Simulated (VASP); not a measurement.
# GaAs (I-4m2) in VASP: a series of runs

Runs on GaAs. Level: PBE. Tasks: electric field gradients.

All numbers are computed with VASP 6.6.1; they aren't measurements. Logs are shortened: lines on timing, memory, paths and dates and some standing lists are left out, and cuts for length are marked.

## (1) Starting point

Symmetry: I-4m2, No. 119, tetragonal system. The conventional cell has a = 3.987 Å, b = 3.987 Å, c = 5.681 Å, α = 90.00°, β = 90.00°, γ = 90.00°. Ga (site symmetry -4m2) has 4 As at 2.45 Å as nearest neighbours. Around As (site symmetry -4m2) lie 4 Ga at 2.45 Å.

The cell was built by a generator and isn't the measured one.

## (2) Electric field gradients, PBE

File INCAR:

```
SYSTEM = GaAs
PREC = Accurate
ENCUT = 600
EDIFF = 1E-8
ISMEAR = 0
SIGMA = 0.02
LREAL = .FALSE.
LASPH = .TRUE.
NELM = 80
ALGO = Normal
ISIF = 2
LWAVE = .FALSE.
LCHARG = .FALSE.
GGA = PE
LEFG = .TRUE.
```

File KPOINTS:

```
regular mesh
0
G
  8 8 8
  0 0 0
```

File POSCAR:

```
GaAs
1.0
    0.0000000000      2.8194337500      2.8406325000
    2.8194337500      0.0000000000      2.8406325000
    2.8194337500      2.8194337500      0.0000000000
Ga As
1 1
Direct
    0.0000000000      0.0000000000      0.0000000000
    0.2500000000      0.2500000000      0.2500000000
```

Potentials or basis: VASP PAW PBE potentials, release 64 (Ga_d, As).

Started as:

```bash
$ cat potpaw_PBE.64/Ga_d/POTCAR potpaw_PBE.64/As/POTCAR > POTCAR
$ mpirun -np 1 vasp_std > vasp.out
```

OUTCAR:

```text
SYSTEM = GaAs
   PREC = Accurate
   ENCUT = 600
   EDIFF = 1E-8
   ISMEAR = 0
   LREAL = .FALSE.
   LASPH = .TRUE.
   NELM = 80
   ISIF = 2
   GGA = PE

 ion  position               nearest neighbor table
   1  0.000  0.000  0.000-   2 2.45   2 2.45   2 2.45   2 2.45
   2  0.250  0.250  0.250-   1 2.45   1 2.45   1 2.45   1 2.45

  LATTYP: Found a body centered tetragonal cell.
 ALAT       =     3.9872814475
 C/A-ratio  =     1.4248467471

  Lattice vectors:

 A1 = (  -2.8194337500,   0.0000000000,   2.8406325000)
 A2 = (   2.8194337500,   0.0000000000,   2.8406325000)
 A3 = (   0.0000000000,   2.8194337500,  -2.8406325000)

Analysis of symmetry for initial positions (statically):
=====================================================================
 Subroutine PRICEL returns:
 Original cell was already a primitive cell.

 Routine SETGRP: Setting up the symmetry group for a
 body centered tetragonal supercell.

 Subroutine GETGRP returns: Found  8 space group operations
 (whereof  8 operations were pure point group operations)
 out of a pool of 16 trial point group operations.

The static configuration has the point symmetry D_2d.

Analysis of symmetry for dynamics (positions and initial velocities):
=====================================================================
 Subroutine PRICEL returns:
 Original cell was already a primitive cell.

 Routine SETGRP: Setting up the symmetry group for a
 body centered tetragonal supercell.

 Subroutine GETGRP returns: Found  8 space group operations
 (whereof  8 operations were pure point group operations)
 out of a pool of 16 trial point group operations.

The dynamic configuration has the point symmetry D_2d.

 Subroutine INISYM returns: Found  8 space group operations
 (whereof  8 operations are pure point group operations),
 and found     1 'primitive' translations

----------------------------------------------------------------------------------------

                                     Primitive cell

  volume of cell :      45.1615

  direct lattice vectors                    reciprocal lattice vectors
     0.000000000  2.819433750  2.840632500    -0.177340574  0.177340574  0.176017137
     2.819433750  0.000000000  2.840632500     0.177340574 -0.177340574  0.176017137
     2.819433750  2.819433750  0.000000000     0.177340574  0.177340574 -0.176017137

  length of vectors
     4.002299298  4.002299298  3.987281447     0.306400703  0.306400703  0.306400703

  position of ions in fractional coordinates (direct lattice)
     0.000000000  0.000000000  0.000000000
     0.250000000  0.250000000  0.250000000

  ion indices of the primitive-cell ions
   primitive index   ion index
                 1           1
                 2           2

----------------------------------------------------------------------------------------

 KPOINTS: regular mesh

Automatic generation of k-mesh.
 Grid dimensions read from file:
 generate k-points for:    8    8    8

 Generating k-lattice:

  Cartesian coordinates                     Fractional coordinates (reciprocal lattice)
    -0.022167572  0.022167572  0.022002142     0.125000000  0.000000000  0.000000000
     0.022167572 -0.022167572  0.022002142     0.000000000  0.125000000  0.000000000
     0.022167572  0.022167572 -0.022002142     0.000000000  0.000000000  0.125000000

  Length of vectors
     0.038300088  0.038300088  0.038300088

  Shift w.r.t. Gamma in fractional coordinates (k-lattice)
     0.000000000  0.000000000  0.000000000

 Subroutine IBZKPT returns following result:
 ===========================================

 Found     59 irreducible k-points:

 Following reciprocal coordinates:
            Coordinates               Weight
  0.000000  0.000000  0.000000      1.000000
  0.125000  0.000000  0.000000      8.000000
  0.250000  0.000000  0.000000      8.000000
  0.375000  0.000000  0.000000      8.000000
  0.500000  0.000000  0.000000      4.000000
  0.125000  0.125000  0.000000      2.000000
[... 16 lines left out ...]
  0.250000  0.000000  0.125000     16.000000
  0.375000  0.000000  0.125000     16.000000
 [... further k-points ...]
   k-points           NKPTS =     59   k-points in BZ     NKDIM =     59   number of bands    NBANDS=     13
   number of dos      NEDOS =    301   number of ions     NIONS =      2
   total plane-waves  NPLWV =  32768
   dimension x,y,z NGX =    32 NGY =   32 NGZ =   32
   dimension x,y,z NGXF=    64 NGYF=   64 NGZF=   64
   ions per type =               1   1
   NGX,Y,Z   is equivalent  to a cutoff of  13.29, 13.29, 13.34 a.u.
   NGXF,Y,Z  is equivalent  to a cutoff of  26.58, 26.58, 26.68 a.u.
 SYSTEM =  GaAs
   PREC   = accura    normal or accurate (medium, high low for compatibility)
   ISTART =      0    job   : 0-new  1-cont  2-samecut
   ICHARG =      2    charge: 1-file 2-atom 10-const
   ISPIN  =      1    spin polarized calculation?
   LNONCOLLINEAR =      F non collinear calculations
   LSORBIT =      F    spin-orbit coupling
   LASPH  =      T    aspherical Exc in radial PAW
   ENCUT  =  600.0 eV  44.10 Ry    6.64 a.u.   7.99  7.99  7.96*2*pi/ulx,y,z
   NELM   =     80;   NELMIN=  2; NELMDL= -5     # of ELM steps
   EDIFF  = 0.1E-07   stopping-criterion for ELM
   LREAL  =      F    real-space projection
   EDIFFG = 0.1E-06   stopping-criterion for IOM
   NSW    =      0    number of steps for IOM
   IBRION =     -1    ionic relax: 0-MD 1-quasi-New 2-CG
   NFREE  =      0    steps in history (QN), initial steepest desc. (CG)
   ISIF   =      2    stress and relaxation
   ISYM   =      2    0-nonsym 1-usesym 2-fastsym
   POTIM  = 0.5000    time-step for ionic-motion
   TEBEG  =    0.0;   TEEND  =   0.0 temperature during run
   PSTRESS=    0.0 pullay stress
   NELECT =      18.0000    total number of electrons
   NUPDOWN=      -1.0000    fix difference up-down
   EMIN   =  10.00;   EMAX   =-10.00  energy-range for DOS
   EFERMI =   0.00;   METHOD = LEGACY
   ISMEAR =     0;   SIGMA  =   0.02  broadening in eV -4-tet -1-fermi 0-gaus
   EFERMI_NEDOS =   21; number of points for ismear=-14 and -15
   IALGO  =     38    algorithm
   IMIX   =      4    mixing-type and parameters
     AMIX     =   0.40;   BMIX     =  1.00
     AMIX_MAG =   1.60;   BMIX_MAG =  1.00
  volume/ion in A,a.u.               =      22.58       152.38
  Fermi-wavevector in a.u.,A,eV,Ry     =   1.204785  2.276713 19.748935  1.451506
  Thomas-Fermi vector in A             =   2.340500
   LORBIT       =      0    0 simple, 1 ext, 2 COOP (PROOUT), +10 PAW based schemes
   GGA     = PE    functional components
   LHFCALC =     F    Hartree Fock is set to
   AEXX    =    0.0000 exact exchange contribution
   IVDW    =     0    specifies the selected vdW correction
   LEPSILON=     F    determine dielectric tensor
   LRPA    =     F    only Hartree local field effects (RPA)
 non-spin polarized calculation
 Gauss-broadening in eV      SIGMA  =   0.02
  energy-cutoff  :      600.00
  volume of cell :       45.16
 maximum number of plane-waves:      1524
   NGX = 15   NGY = 15   NGZ = 15

 number of electron      18.0000010 magnetization

 Free energy of the ion-electron system (eV)
  ---------------------------------------------------
  ext. energy  EPLUGINS =         0.00000000
  ---------------------------------------------------
  free energy    TOTEN  =        -8.24626131 eV

  energy without entropy =       -8.24626131  energy(sigma->0) =       -8.24626131

 E-fermi :   4.0682     XC(G=0):  -9.5890

 val. band max:        3.9511292240   @ k =   0.0000   0.0000   0.0000
 cond. band min:       4.4591854515   @ k =   0.0000   0.0000   0.0000
 fundamental gap:      0.5080562275
 Fermi energy:         4.0682060664

 k-point     1 :       0.0000    0.0000    0.0000
  band No.  band energies     occupation
      1     -10.8750      2.00000
      2     -10.8731      2.00000
      3     -10.8731      2.00000
      4     -10.7951      2.00000
      5     -10.7939      2.00000
      6      -8.7917      2.00000
      7       3.9076      2.00000
      8       3.9511      2.00000
      9       3.9511      2.00000
     10       4.4592      0.00000
     11       7.6585      0.00000
     12       7.6585      0.00000
     13       7.6787      0.00000

 k-point     2 :       0.1250    0.0000    0.0000
  band No.  band energies     occupation
      1     -10.8872      2.00000
      2     -10.8707      2.00000
      3     -10.8695      2.00000
      4     -10.7953      2.00000
      5     -10.7940      2.00000
      6      -8.6090      2.00000
      7       1.9743      2.00000
      8       3.6827      2.00000
      9       3.7178      2.00000
     10       5.5308      0.00000
     11       8.0082      0.00000
     12       8.0129      0.00000
     13       8.1352      0.00000

 k-point     3 :       0.2500    0.0000    0.0000
  band No.  band energies     occupation
      1     -10.9167      2.00000
      2     -10.8631      2.00000
      3     -10.8619      2.00000
      4     -10.7950      2.00000
      5     -10.7934      2.00000
      6      -8.0988      2.00000
      7      -0.2022      2.00000
      8       3.2342      2.00000
      9       3.2815      2.00000
     10       5.3876      0.00000
     11       8.5230      0.00000
     12       8.5386      0.00000
     13       9.8947      0.00000
[... 305 lines left out ...]
 k-point    23 :       0.2500    0.0000    0.1250
  band No.  band energies     occupation
      1     -10.9179      2.00000
      2     -10.8607      2.00000
      3     -10.8588      2.00000
      4     -10.8003      2.00000
      5     -10.7905      2.00000
      6      -8.1436      2.00000
      7       0.3098      2.00000
      8       2.7579      2.00000
      9       2.7887      2.00000
     10       6.4600      0.00000
     11       7.3629      0.00000
     12       9.3563      0.00000
     13       9.4889      0.00000

 k-point    24 :       0.3750    0.0000    0.1250
  band No.  band energies     occupation
      1     -10.9422      2.00000
      2     -10.8549      2.00000
      3     -10.8521      2.00000
      4     -10.7995      2.00000
      5     -10.7890      2.00000
      6      -7.5004      2.00000
      7      -1.4500      2.00000
      8       2.1775      2.00000
      9       2.4839      2.00000
     10       6.1811      0.00000
     11       8.1026      0.00000
     12       9.4975      0.00000
     13      10.1336      0.00000

 [... further k-points ...]

------------------------ aborting loop because EDIFF is reached ----------------------------------------

  FORCE on cell =-STRESS in cart. coord.  units (eV):
  Direction    XX          YY          ZZ          XY          YZ          ZX
  --------------------------------------------------------------------------------------
  -------------------------------------------------------------------------------------
  Total        1.0220379      1.0220379      0.8955894      0.0000000     -0.0000000      0.0000000
  in kB       36.2584109     36.2584109     31.7724478      0.0000000     -0.0000000      0.0000000
  external PRESSURE =      34.7630899 kB  Pullay stress =       0.0000000 kB

 VOLUME and BASIS-vectors are now :
 -----------------------------------------------------------------------------
  energy-cutoff  :      600.00
  volume of cell :       45.16
      direct lattice vectors                 reciprocal lattice vectors
     0.000000000  2.819433750  2.840632500    -0.177340574  0.177340574  0.176017137
     2.819433750  0.000000000  2.840632500     0.177340574 -0.177340574  0.176017137
     2.819433750  2.819433750  0.000000000     0.177340574  0.177340574 -0.176017137

 POSITION                                       TOTAL-FORCE (eV/Angst)
 -----------------------------------------------------------------------------------
      0.00000      0.00000      0.00000         0.000000      0.000000      0.000000
      1.40972      1.40972      1.42032        -0.000000     -0.000000     -0.000000
 -----------------------------------------------------------------------------------
    total drift:                                0.000002      0.000002      0.000002

  FREE ENERGIE OF THE ION-ELECTRON SYSTEM (eV)
  ---------------------------------------------------
  free  energy   TOTEN  =        -8.2462613117 eV

  energy  without entropy=       -8.2462613117  energy(sigma->0) =       -8.24626131

 Electric field gradients (V/A^2)
---------------------------------------------------------------------
 ion       V_xx      V_yy      V_zz      V_xy      V_xz      V_yz
---------------------------------------------------------------------
   1       0.591     0.591    -1.182     0.003     0.003     0.003
   2      -0.958    -0.958     1.915    -0.000    -0.000    -0.000
---------------------------------------------------------------------

 Electric field gradients after diagonalization (V/A^2)
 (convention: |V_zz| > |V_xx| > |V_yy|)
----------------------------------------------------------------------
 ion       V_xx      V_yy      V_zz     asymmetry (V_yy - V_xx)/ V_zz
----------------------------------------------------------------------
   1       0.594     0.588    -1.182       0.006
   2      -0.958    -0.957     1.915       0.000
----------------------------------------------------------------------

           NMR quadrupolar parameters

 Cq : quadrupolar parameter    Cq=e*Q*V_zz/h
 eta: asymmetry parameters     (V_yy - V_xx)/ V_zz
 Q  : nuclear electric quadrupole moment in mb (millibarn)
----------------------------------------------------------------------
 ion       Cq(MHz)       eta       Q (mb)
----------------------------------------------------------------------
   1      -0.003       0.006       1.000
   2       0.005       0.000       1.000
----------------------------------------------------------------------
```

Run time: 36 s. Hardware: 1 thread of Intel Xeon Platinum 8488C (Sapphire Rapids), shared host; peak memory 0.2 GiB.

Results:

| Property | Result |
| --- | --- |
| Free energy | -8.2463 eV |
| Pressure | 3.5 GPa |
| Band gap on the k mesh | 0.51 eV, direct |

Stress tensor (GPa, compression positive):
```
3.63 0.00 0.00
0.00 3.63 0.00
0.00 0.00 3.18
```

Electric field gradients, principal values (V/Å²):
| atom | Vxx | Vyy | Vzz |
| --- | --- | --- | --- |
| 1 Ga | 0.588 | 0.594 | -1.182 |
| 2 As | -0.957 | -0.958 | 1.915 |

A k mesh can miss the band edges. A hybrid or GW would open this gap; PBE tends to underestimate it.

## (3) Electric field gradients, PBE

Changes to INCAR since step 2:

```diff
@@ -2,3 +2,3 @@
 PREC = Accurate
-ENCUT = 600
+ENCUT = 400
 EDIFF = 1E-8
```

File KPOINTS:

```
regular mesh
0
G
  12 12 12
  0 0 0
```

POSCAR is that of step 2.

Potentials or basis: VASP PAW PBE potentials, release 64 (Ga_d, As).

Started as:

```bash
$ cat potpaw_PBE.64/Ga_d/POTCAR potpaw_PBE.64/As/POTCAR > POTCAR
$ mpirun -np 1 vasp_std > vasp.out
```

OUTCAR:

```text
SYSTEM = GaAs
   PREC = Accurate
   ENCUT = 400
   EDIFF = 1E-8
   ISMEAR = 0
   LREAL = .FALSE.
   LASPH = .TRUE.
   NELM = 80
   ISIF = 2
   GGA = PE

 ion  position               nearest neighbor table
   1  0.000  0.000  0.000-   2 2.45   2 2.45   2 2.45   2 2.45
   2  0.250  0.250  0.250-   1 2.45   1 2.45   1 2.45   1 2.45

  LATTYP: Found a body centered tetragonal cell.
 ALAT       =     3.9872814475
 C/A-ratio  =     1.4248467471

  Lattice vectors:

 A1 = (  -2.8194337500,   0.0000000000,   2.8406325000)
 A2 = (   2.8194337500,   0.0000000000,   2.8406325000)
 A3 = (   0.0000000000,   2.8194337500,  -2.8406325000)

[... 597 lines left out ...]
  free  energy   TOTEN  =        -8.2499126188 eV

  energy  without entropy=       -8.2499126188  energy(sigma->0) =       -8.24991262

 Electric field gradients (V/A^2)
---------------------------------------------------------------------
 ion       V_xx      V_yy      V_zz      V_xy      V_xz      V_yz
---------------------------------------------------------------------
   1       0.596     0.596    -1.193     0.004     0.003     0.003
   2      -0.916    -0.916     1.832    -0.000    -0.000    -0.000
---------------------------------------------------------------------

 Electric field gradients after diagonalization (V/A^2)
 (convention: |V_zz| > |V_xx| > |V_yy|)
----------------------------------------------------------------------
 ion       V_xx      V_yy      V_zz     asymmetry (V_yy - V_xx)/ V_zz
----------------------------------------------------------------------
   1       0.600     0.593    -1.193       0.006
   2      -0.916    -0.915     1.832       0.000
----------------------------------------------------------------------

           NMR quadrupolar parameters

 Cq : quadrupolar parameter    Cq=e*Q*V_zz/h
 eta: asymmetry parameters     (V_yy - V_xx)/ V_zz
 Q  : nuclear electric quadrupole moment in mb (millibarn)
----------------------------------------------------------------------
 ion       Cq(MHz)       eta       Q (mb)
----------------------------------------------------------------------
   1      -0.003       0.006       1.000
   2       0.004       0.000       1.000
----------------------------------------------------------------------
```

OSZICAR:

```text
N       E                     dE             d eps       ncg     rms          rms(c)
DAV:   1     0.719782833686E+02    0.71978E+02   -0.81652E+03  4299   0.165E+03
DAV:   2    -0.297768119891E+01   -0.74956E+02   -0.72387E+02  4633   0.286E+02
DAV:   3    -0.832190265805E+01   -0.53442E+01   -0.53162E+01  5283   0.692E+01
DAV:   4    -0.840738494974E+01   -0.85482E-01   -0.85449E-01  4857   0.974E+00
DAV:   5    -0.840895354321E+01   -0.15686E-02   -0.15684E-02  5292   0.111E+00    0.290E+00
DAV:   6    -0.826816831769E+01    0.14079E+00   -0.25673E-01  6485   0.965E+00    0.176E+00
DAV:   7    -0.824861766196E+01    0.19551E-01   -0.74100E-02  5584   0.217E+00    0.563E-01
DAV:   8    -0.824940760189E+01   -0.78994E-03   -0.10569E-02  4943   0.143E+00    0.107E-01
DAV:   9    -0.824979972043E+01   -0.39212E-03   -0.10955E-03  5072   0.454E-01    0.539E-02
DAV:  10    -0.824986023472E+01   -0.60514E-04   -0.78110E-05  5518   0.102E-01    0.293E-02
DAV:  11    -0.824991181083E+01   -0.51576E-04   -0.79155E-05  4553   0.722E-02    0.355E-03
DAV:  12    -0.824991221475E+01   -0.40392E-06   -0.12254E-06  5136   0.161E-02    0.142E-03
DAV:  13    -0.824991260223E+01   -0.38748E-06   -0.53517E-07  4782   0.596E-03    0.644E-04
DAV:  14    -0.824991257908E+01    0.23151E-07   -0.14048E-08  3854   0.153E-03    0.500E-04
DAV:  15    -0.824991261343E+01   -0.34355E-07   -0.43575E-09  3049   0.603E-04    0.406E-05
DAV:  16    -0.824991261879E+01   -0.53556E-08   -0.78765E-10  2234   0.403E-04
   1 F= -.82499126E+01 E0= -.82499126E+01  d E =-.901073E-19
```

Wall time 60 s (1 thread of Intel Xeon Platinum 8488C (Sapphire Rapids), shared host); peak memory 0.21 GiB.

What came out:

```yaml
Free_energy: -8.2499 eV
Pressure: 3.3 GPa
Band_gap_on_the_k_mesh: 0.51 eV, direct
```

Electric field gradients, principal values (V/Å²):
```
atom     Vxx     Vyy     Vzz
1 Ga   0.593   0.600  -1.193
2 As  -0.915  -0.916   1.832
```

A k mesh can miss the band edges.
